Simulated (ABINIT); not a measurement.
# Converging GW for BAs (F-43m) in ABINIT, part 2 of 2

Aim: raise bands and screening cutoff together for BAs (F-43m) and follow gap and time.

ABINIT 10.8.3; LDA and many-body steps on it, plane waves. Known limits of the many-body steps: not at the basis limit; no spin-orbit coupling.

So far. Step 3 (Screening, 6×6×6 mesh, 74 bands, screening to 125.2 eV): Local fields lower ε∞ by 9 %. Step 4 (74 bands, 125.2 eV): The gap on the mesh goes from 1.24 eV to 1.83 eV, a correction of +0.59 eV.

**6. 111 bands, 170.3 eV**

This step: G0W0 on LDA, plane waves, norm-conserving pseudopotentials.

Contents of run.abi:

```
acell 3*1.0 Angstrom
rprim 
  -0.000000000000 2.388500000000 2.388500000000
  2.388500000000 -0.000000000000 2.388500000000
  2.388500000000 2.388500000000 -0.000000000000
ntypat 2
znucl 5 33
natom 2
typat 1 2
xred 
  0.000000000000 0.000000000000 0.000000000000
  0.250000000000 0.250000000000 0.250000000000
pp_dirpath "pseudos"
pseudos "B.upf, As.upf"
ecut 44
ngkpt 6 6 6
nshiftk 1
shiftk 0 0 0
kptopt 1
chksymbreak 0
istwfk *1
occopt 1
irdwfk 1
optdriver 4
nband 111
gwcalctyp 0
ecutsigx 44
symsigma 1
nkptgw 4
kptgw 
  0.0000000000 0.0000000000 0.0000000000
  0.3333333333 0.3333333333 0.0000000000
  0.5000000000 0.0000000000 0.0000000000
  0.5000000000 0.5000000000 0.0000000000
bdgw 
  11 16
  12 15
  12 16
  12 15
ecuteps 6.26
irdscr 1
ppmodel 1
indata_prefix "in"
outdata_prefix "out"
tmpdata_prefix "tmp"
```

Launch:

```sh
$ OMP_NUM_THREADS=1 mpirun -n 4 abinit run.abi > log
```

Log:

```text
.Version 10.8.3 of ABINIT. v10.8.2 released Aug 2026.

 Symmetries : space group F-4 3 m (#216); Bravais cF (face-center cubic)
[... echo of the input left out ...]
== DATASET  1 ==================================================================
-   mpi_nproc: 4, omp_nthreads: 1 (-1 if OMP is not activated)

--- !DatasetInfo
iteration_state: {dtset: 1, }
dimensions: {natom: 2, nkpt: 16, mband: 111, nsppol: 1, nspinor: 1, nspden: 1, mpw: 2637, }
cutoff_energies: {ecut:  44.0, pawecutdg:  -1.0, }
electrons: {nelect:   2.60000000E+01, charge:   0.00000000E+00, occopt:   1.00000000E+00, tsmear:   1.00000000E-02, }

 SIGMA: Calculation of the GW corrections

 Based on a program developped by R.W. Godby, V. Olevano, G. Onida, and L. Reining.
 Incorporated in ABINIT by V. Olevano, G.-M. Rignanese, and M. Torrent.
.Using double precision arithmetic ; gwpc =  8

[... cell and pseudopotentials left out ...]
--------------------------------------------------------------------------------

 ==== K-mesh for the wavefunctions ====
 Number of points in the irreducible wedge :    16
[... list of points left out ...]
 Together with 24 symmetry operations and time-reversal symmetry
 yields   216 points in the full Brillouin Zone.

 ==== Q-mesh for screening function ====
 Number of points in the irreducible wedge :    16
[... list of points left out ...]
 Together with 24 symmetry operations and time-reversal symmetry
 yields   216 points in the full Brillouin Zone.

 vcoul_init : cutoff-mode = AUXILIARY_FUNCTION
 q-points for optical limit:   1
     1)      0.000010    0.000020    0.000030
 setmesh: FFT mesh size selected  =    40x   40x   40
          total number of points  =        64000

 Number of electrons calculated from density =   26.0000; Expected =   26.0000
[...]
matrix elements of self-energy operator (all in [eV])

 Perturbative Calculation

--- !SelfEnergy_ee
iteration_state: {dtset: 1, }
kpoint     : [   0.000,    0.000,    0.000, ]
spin       : 1
KS_gap     :    3.259
QP_gap     :    4.171
Delta_QP_KS:    0.911
data: !SigmaeeData |
     Band     E0 <VxcDFT>   SigX SigC(E0)      Z dSigC/dE  Sig(E)    E-E0       E
       11   7.764 -14.374 -15.544   0.671   0.807  -0.239 -14.777  -0.402   7.361
       12   7.764 -14.374 -15.544   0.671   0.807  -0.239 -14.777  -0.402   7.361
       13   7.764 -14.374 -15.544   0.671   0.807  -0.239 -14.777  -0.402   7.361
[...]
--- !SelfEnergy_ee
iteration_state: {dtset: 1, }
kpoint     : [   0.333,    0.333,    0.000, ]
spin       : 1
KS_gap     :    4.687
QP_gap     :    5.525
Delta_QP_KS:    0.838
data: !SigmaeeData |
     Band     E0 <VxcDFT>   SigX SigC(E0)      Z dSigC/dE  Sig(E)    E-E0       E
[...]
--- !SelfEnergy_ee
iteration_state: {dtset: 1, }
kpoint     : [   0.500,    0.000,    0.000, ]
spin       : 1
KS_gap     :    4.491
QP_gap     :    5.323
Delta_QP_KS:    0.832
data: !SigmaeeData |
     Band     E0 <VxcDFT>   SigX SigC(E0)      Z dSigC/dE  Sig(E)    E-E0       E
[...]
--- !SelfEnergy_ee
iteration_state: {dtset: 1, }
kpoint     : [   0.500,    0.500,    0.000, ]
spin       : 1
KS_gap     :    5.416
QP_gap     :    6.357
Delta_QP_KS:    0.941
data: !SigmaeeData |
     Band     E0 <VxcDFT>   SigX SigC(E0)      Z dSigC/dE  Sig(E)    E-E0       E
[...]
14   9.110 -11.691  -7.122  -4.174   0.820  -0.219 -11.367   0.323   9.433
       15   9.205 -11.418  -7.020  -4.184   0.816  -0.225 -11.244   0.175   9.379

== END DATASET(S) ==============================================================
================================================================================

 -outvars: echo values of variables after computation  --------
           etotal      0.0000000000E+00
            nband         111
             nkpt          16
          spgroup         216
 [... the other variables as echoed above ...]

 Calculation completed.
```

The job ended after 21 s (4 MPI ranks of Arm Neoverse V1, shared host; peak memory 0.94 GiB; 84 s of CPU time).

Numbers from this step:

| Property | Result |
| --- | --- |
| G0W0 gap on the mesh | 1.902 eV |
| starting gap on the mesh | 1.238 eV |
| k of the valence top | 0, 0, 0 |
| k of the conduction bottom | 0.3333, 0.3333, 0 |
| Z at the valence top | 0.807 |
| Z at the conduction bottom | 0.816 |
| least direct G0W0 gap on the computed points | 4.171 eV |

Against G0W0 in ABINIT (6×6×6 mesh, 74 bands, screening to 125.2 eV, Godby-Needs plasmon pole), the gap moves by +0.077 eV.

**7. Screening, 6×6×6 mesh, 162 bands, screening to 225.3 eV**

This step: RPA screening on LDA, plane waves, norm-conserving pseudopotentials.

run.abi: that of step 6 with these lines changed.

```diff
@@ -23,21 +23,8 @@
 irdwfk 1
-optdriver 4
-nband 111
-gwcalctyp 0
-ecutsigx 44
-symsigma 1
-nkptgw 4
-kptgw 
-  0.0000000000 0.0000000000 0.0000000000
-  0.3333333333 0.3333333333 0.0000000000
-  0.5000000000 0.0000000000 0.0000000000
-  0.5000000000 0.5000000000 0.0000000000
-bdgw 
-  11 16
-  12 15
-  12 16
-  12 15
-ecuteps 6.26
-irdscr 1
-ppmodel 1
+optdriver 3
+nband 162
+ecuteps 8.28
+inclvkb 2
+awtr 1
+symchi 1
 indata_prefix "in"
```

Log:

```text
.Version 10.8.3 of ABINIT. v10.8.2 released Aug 2026.

 Symmetries : space group F-4 3 m (#216); Bravais cF (face-center cubic)
[... echo of the input left out ...]
== DATASET  1 ==================================================================
-   mpi_nproc: 4, omp_nthreads: 1 (-1 if OMP is not activated)

--- !DatasetInfo
iteration_state: {dtset: 1, }
dimensions: {natom: 2, nkpt: 16, mband: 162, nsppol: 1, nspinor: 1, nspden: 1, mpw: 2637, }
cutoff_energies: {ecut:  44.0, pawecutdg:  -1.0, }
[...]
--------------------------------------------------------------------------------
[... chi0 elements left out ...]
 For q-point:  0.000010 0.000020 0.000030
  dielectric constant =  10.6786
  dielectric constant without local fields =  11.7015

  Average fulfillment of the sum rule on Im[epsilon] for q-point    1 :     61.55  [%]
[... wings left out ...]
  q-point number  2        q = ( 0.166667, 0.000000, 0.000000) [r.l.u.]
--------------------------------------------------------------------------------
[... chi0 elements left out ...]
  Average fulfillment of the sum rule on Im[epsilon] for q-point    2 :     71.47  [%]

 [... 14 further q-points ...]
```

The job ended after 4.4 min (4 MPI ranks; peak memory 1.5 GiB; 18 min of CPU time).

Numbers from this step:

| Item | Value |
| --- | --- |
| ε∞ with local fields, on this mesh, along the program's q direction | 10.68 |
| the same without local fields | 11.70 |
| plasma frequency | 36.27 eV |
| plane waves in the screening matrix | 181 |

**8. 162 bands, 225.3 eV**

This step: G0W0 on LDA, plane waves, norm-conserving pseudopotentials.

run.abi: that of step 7 with these lines changed.

```diff
@@ -23,8 +23,21 @@
 irdwfk 1
-optdriver 3
+optdriver 4
 nband 162
+gwcalctyp 0
+ecutsigx 44
+symsigma 1
+nkptgw 4
+kptgw 
+  0.0000000000 0.0000000000 0.0000000000
+  0.3333333333 0.3333333333 0.0000000000
+  0.5000000000 0.0000000000 0.0000000000
+  0.5000000000 0.5000000000 0.0000000000
+bdgw 
+  11 16
+  12 15
+  12 16
+  12 15
 ecuteps 8.28
-inclvkb 2
-awtr 1
-symchi 1
+irdscr 1
+ppmodel 1
 indata_prefix "in"
```

Log:

```text
.Version 10.8.3 of ABINIT. v10.8.2 released Aug 2026.

 Symmetries : space group F-4 3 m (#216); Bravais cF (face-center cubic)
[... echo of the input left out ...]
== DATASET  1 ==================================================================
-   mpi_nproc: 4, omp_nthreads: 1 (-1 if OMP is not activated)

--- !DatasetInfo
iteration_state: {dtset: 1, }
dimensions: {natom: 2, nkpt: 16, mband: 162, nsppol: 1, nspinor: 1, nspden: 1, mpw: 2637, }
cutoff_energies: {ecut:  44.0, pawecutdg:  -1.0, }
[...]
Band     E0 <VxcDFT>   SigX SigC(E0)      Z dSigC/dE  Sig(E)    E-E0       E
[...]
14   9.110 -11.691  -7.122  -4.245   0.820  -0.219 -11.425   0.266   9.376
       15   9.205 -11.418  -7.020  -4.259   0.817  -0.224 -11.304   0.114   9.318

== END DATASET(S) ==============================================================
================================================================================

 -outvars: echo values of variables after computation  --------
           etotal      0.0000000000E+00
            nband         162
             nkpt          16
          spgroup         216
 [... the other variables as echoed above ...]

 Calculation completed.
```

Run time: 46 s. Hardware: 4 MPI ranks; peak memory 1.4 GiB; 3 min of CPU time.

Numbers from this step:

```yaml
g0w0_gap_on_the_mesh: 1.933 eV
starting_gap_on_the_mesh: 1.238 eV
k_of_the_valence_top: 0, 0, 0
k_of_the_conduction_bottom: 0.3333, 0.3333, 0
least_direct_g0w0_gap_on_the_computed_points: 4.187 eV
```

Against G0W0 in ABINIT (6×6×6 mesh, 111 bands, screening to 170.3 eV, Godby-Needs plasmon pole), the gap moves by +0.031 eV.

**9. Screening, 6×6×6 mesh, 243 bands, screening to 300.4 eV**

This step: RPA screening on LDA, plane waves, norm-conserving pseudopotentials.

run.abi: that of step 8 with these lines changed.

```diff
@@ -23,21 +23,8 @@
 irdwfk 1
-optdriver 4
-nband 162
-gwcalctyp 0
-ecutsigx 44
-symsigma 1
-nkptgw 4
-kptgw 
-  0.0000000000 0.0000000000 0.0000000000
-  0.3333333333 0.3333333333 0.0000000000
-  0.5000000000 0.0000000000 0.0000000000
-  0.5000000000 0.5000000000 0.0000000000
-bdgw 
-  11 16
-  12 15
-  12 16
-  12 15
-ecuteps 8.28
-irdscr 1
-ppmodel 1
+optdriver 3
+nband 243
+ecuteps 11.04
+inclvkb 2
+awtr 1
+symchi 1
 indata_prefix "in"
```

Log:

```text
.Version 10.8.3 of ABINIT. v10.8.2 released Aug 2026.

 Symmetries : space group F-4 3 m (#216); Bravais cF (face-center cubic)
[... echo of the input left out ...]
== DATASET  1 ==================================================================
-   mpi_nproc: 4, omp_nthreads: 1 (-1 if OMP is not activated)

--- !DatasetInfo
iteration_state: {dtset: 1, }
dimensions: {natom: 2, nkpt: 16, mband: 243, nsppol: 1, nspinor: 1, nspden: 1, mpw: 2637, }
cutoff_energies: {ecut:  44.0, pawecutdg:  -1.0, }
[...]
--------------------------------------------------------------------------------
[... chi0 elements left out ...]
 For q-point:  0.000010 0.000020 0.000030
  dielectric constant =  10.6786
  dielectric constant without local fields =  11.7049

  Average fulfillment of the sum rule on Im[epsilon] for q-point    1 :     74.47  [%]
[... wings left out ...]
  q-point number  2        q = ( 0.166667, 0.000000, 0.000000) [r.l.u.]
--------------------------------------------------------------------------------
[... chi0 elements left out ...]
  Average fulfillment of the sum rule on Im[epsilon] for q-point    2 :     84.98  [%]

 [... 14 further q-points ...]
```

Elapsed: 12 min, on 4 MPI ranks; peak memory 2.6 GiB; 48 min of CPU time.

This step gave:

* ε∞ with local fields, on this mesh, along the program's q direction: 10.68
* the same without local fields: 11.70
* plasma frequency: 36.27 eV
* plane waves in the screening matrix: 331

**10. 243 bands, 300.4 eV**

This step: G0W0 on LDA, plane waves, norm-conserving pseudopotentials.

run.abi: that of step 9 with these lines changed.

```diff
@@ -23,8 +23,21 @@
 irdwfk 1
-optdriver 3
+optdriver 4
 nband 243
+gwcalctyp 0
+ecutsigx 44
+symsigma 1
+nkptgw 4
+kptgw 
+  0.0000000000 0.0000000000 0.0000000000
+  0.3333333333 0.3333333333 0.0000000000
+  0.5000000000 0.0000000000 0.0000000000
+  0.5000000000 0.5000000000 0.0000000000
+bdgw 
+  11 16
+  12 15
+  12 16
+  12 15
 ecuteps 11.04
-inclvkb 2
-awtr 1
-symchi 1
+irdscr 1
+ppmodel 1
 indata_prefix "in"
```

Log:

```text
.Version 10.8.3 of ABINIT. v10.8.2 released Aug 2026.

 Symmetries : space group F-4 3 m (#216); Bravais cF (face-center cubic)
[... echo of the input left out ...]
== DATASET  1 ==================================================================
-   mpi_nproc: 4, omp_nthreads: 1 (-1 if OMP is not activated)

--- !DatasetInfo
iteration_state: {dtset: 1, }
dimensions: {natom: 2, nkpt: 16, mband: 243, nsppol: 1, nspinor: 1, nspden: 1, mpw: 2637, }
cutoff_energies: {ecut:  44.0, pawecutdg:  -1.0, }
[...]
Band     E0 <VxcDFT>   SigX SigC(E0)      Z dSigC/dE  Sig(E)    E-E0       E
[...]
14   9.110 -11.691  -7.122  -4.297   0.820  -0.219 -11.468   0.223   9.333
       15   9.205 -11.418  -7.020  -4.313   0.817  -0.224 -11.349   0.069   9.274

== END DATASET(S) ==============================================================
================================================================================

 -outvars: echo values of variables after computation  --------
           etotal      0.0000000000E+00
            nband         243
             nkpt          16
          spgroup         216
 [... the other variables as echoed above ...]

 Calculation completed.
```

Wall time 3.1 min (4 MPI ranks); peak memory 2.6 GiB; 12 min of CPU time.

Numbers from this step:

* G0W0 gap on the mesh: 1.961 eV
* starting gap on the mesh: 1.238 eV
* k of the valence top: 0, 0, 0
* k of the conduction bottom: 0.3333, 0.3333, 0
* least direct G0W0 gap on the computed points: 4.203 eV

Against G0W0 in ABINIT (6×6×6 mesh, 162 bands, screening to 225.3 eV, Godby-Needs plasmon pole), the gap moves by +0.028 eV.

**11. Screening, 6×6×6 mesh, 354 bands, screening to 390.5 eV**

This step: RPA screening on LDA, plane waves, norm-conserving pseudopotentials.

run.abi: that of step 10 with these lines changed.

```diff
@@ -23,21 +23,8 @@
 irdwfk 1
-optdriver 4
-nband 243
-gwcalctyp 0
-ecutsigx 44
-symsigma 1
-nkptgw 4
-kptgw 
-  0.0000000000 0.0000000000 0.0000000000
-  0.3333333333 0.3333333333 0.0000000000
-  0.5000000000 0.0000000000 0.0000000000
-  0.5000000000 0.5000000000 0.0000000000
-bdgw 
-  11 16
-  12 15
-  12 16
-  12 15
-ecuteps 11.04
-irdscr 1
-ppmodel 1
+optdriver 3
+nband 354
+ecuteps 14.35
+inclvkb 2
+awtr 1
+symchi 1
 indata_prefix "in"
```

Log:

```text
.Version 10.8.3 of ABINIT. v10.8.2 released Aug 2026.

 Symmetries : space group F-4 3 m (#216); Bravais cF (face-center cubic)
[... echo of the input left out ...]
== DATASET  1 ==================================================================
-   mpi_nproc: 4, omp_nthreads: 1 (-1 if OMP is not activated)

--- !DatasetInfo
iteration_state: {dtset: 1, }
dimensions: {natom: 2, nkpt: 16, mband: 354, nsppol: 1, nspinor: 1, nspden: 1, mpw: 2637, }
cutoff_energies: {ecut:  44.0, pawecutdg:  -1.0, }
[...]
--------------------------------------------------------------------------------
[... chi0 elements left out ...]
 For q-point:  0.000010 0.000020 0.000030
  dielectric constant =  10.6794
  dielectric constant without local fields =  11.7068

  Average fulfillment of the sum rule on Im[epsilon] for q-point    1 :     87.31  [%]
[... wings left out ...]
  q-point number  2        q = ( 0.166667, 0.000000, 0.000000) [r.l.u.]
--------------------------------------------------------------------------------
[... chi0 elements left out ...]
  Average fulfillment of the sum rule on Im[epsilon] for q-point    2 :     97.94  [%]

 [... 14 further q-points ...]
```

It took 30 min on 4 MPI ranks; peak memory 3.6 GiB.

Numbers from this step:

- ε∞ with local fields, on this mesh, along the program's q direction: 10.68
- the same without local fields: 11.71
- plasma frequency: 36.27 eV
- plane waves in the screening matrix: 531

**12. 354 bands, 390.5 eV**

This step: G0W0 on LDA, plane waves, norm-conserving pseudopotentials.

run.abi: that of step 11 with these lines changed.

```diff
@@ -23,8 +23,21 @@
 irdwfk 1
-optdriver 3
+optdriver 4
 nband 354
+gwcalctyp 0
+ecutsigx 44
+symsigma 1
+nkptgw 4
+kptgw 
+  0.0000000000 0.0000000000 0.0000000000
+  0.3333333333 0.3333333333 0.0000000000
+  0.5000000000 0.0000000000 0.0000000000
+  0.5000000000 0.5000000000 0.0000000000
+bdgw 
+  11 16
+  12 15
+  12 16
+  12 15
 ecuteps 14.35
-inclvkb 2
-awtr 1
-symchi 1
+irdscr 1
+ppmodel 1
 indata_prefix "in"
```

Log:

```text
.Version 10.8.3 of ABINIT. v10.8.2 released Aug 2026.

 Symmetries : space group F-4 3 m (#216); Bravais cF (face-center cubic)
[... echo of the input left out ...]
== DATASET  1 ==================================================================
-   mpi_nproc: 4, omp_nthreads: 1 (-1 if OMP is not activated)

--- !DatasetInfo
iteration_state: {dtset: 1, }
dimensions: {natom: 2, nkpt: 16, mband: 354, nsppol: 1, nspinor: 1, nspden: 1, mpw: 2637, }
cutoff_energies: {ecut:  44.0, pawecutdg:  -1.0, }
[...]
Band     E0 <VxcDFT>   SigX SigC(E0)      Z dSigC/dE  Sig(E)    E-E0       E
[...]
14   9.110 -11.691  -7.122  -4.330   0.820  -0.219 -11.495   0.196   9.306
       15   9.205 -11.418  -7.020  -4.341   0.817  -0.224 -11.372   0.046   9.251

== END DATASET(S) ==============================================================
================================================================================

 -outvars: echo values of variables after computation  --------
           etotal      0.0000000000E+00
            nband         354
             nkpt          16
          spgroup         216
 [... the other variables as echoed above ...]

 Calculation completed.
```

Run time: 11 min. Hardware: 4 MPI ranks; peak memory 4 GiB.

Numbers from this step:

```yaml
g0w0_gap_on_the_mesh: 1.978 eV
starting_gap_on_the_mesh: 1.238 eV
k_of_the_valence_top: 0, 0, 0
k_of_the_conduction_bottom: 0.3333, 0.3333, 0
least_direct_g0w0_gap_on_the_computed_points: 4.212 eV
```

Against G0W0 in ABINIT (6×6×6 mesh, 243 bands, screening to 300.4 eV, Godby-Needs plasmon pole), the gap moves by +0.017 eV.

**13. Side by side**

Times are wall times on 4 MPI ranks of Arm Neoverse V1, shared host, good to a factor of about two. A run's time includes the screening step that it read.

```csv
run,mesh,bands,screening cutoff (eV),DFT gap (eV),gap on the mesh (eV),direct (eV),ε∞ used,time
"74 bands, 125.2 eV",6×6×6,74,125.2,1.238,1.825,4.117,10.69,65 s
"111 bands, 170.3 eV",6×6×6,111,170.3,1.238,1.902,4.171,10.68,2.2 min
"162 bands, 225.3 eV",6×6×6,162,225.3,1.238,1.933,4.187,10.68,5.2 min
"243 bands, 300.4 eV",6×6×6,243,300.4,1.238,1.961,4.203,10.68,15 min
"354 bands, 390.5 eV",6×6×6,354,390.5,1.238,1.978,4.212,10.68,41 min
```

**14. Results**

- 74 bands, 125.2 eV: 1.825 eV
- 111 bands, 170.3 eV: 1.902 eV
- 162 bands, 225.3 eV: 1.933 eV
- 243 bands, 300.4 eV: 1.961 eV
- 354 bands, 390.5 eV: 1.978 eV
- known limits: not at the basis limit; no spin-orbit coupling

What this shows: From the first rung to the last the gap moves by +0.15 eV for 38 times the time. A denser mesh or path gives a starting gap of 1.15 eV: the GW mesh misses a band edge, so its gaps are not the fundamental one. The many-body steps are scalar-relativistic: spin-orbit coupling is not in them.

[Paths, hosts, dates, memory and timing lines, banners, echoed tables and standing remarks are left out of the program output.]

[Logs are printed without paths, hosts, clocks, repeated set-up lines and the standing remarks that a program may print on its own settings, such as how far it seeks lower states.]

[Runs of the session that timed out or met a known fault of the program may be left out.]

[Hosts, paths, dates, database ids (printed as entryN), source tags and the programs' standing remarks are cut or masked in the printed files.]

[G0W0 gaps are taken among the corrected bands and points alone; a level outside them can change the order at an edge.]

[Where Ansatz stands beside ABINIT at settings called matched, ABINIT's density can come from a denser mesh and the files from another edition; pairs whose starting gaps differed by over 0.03 eV were left out, so agreement reads better than it is.]
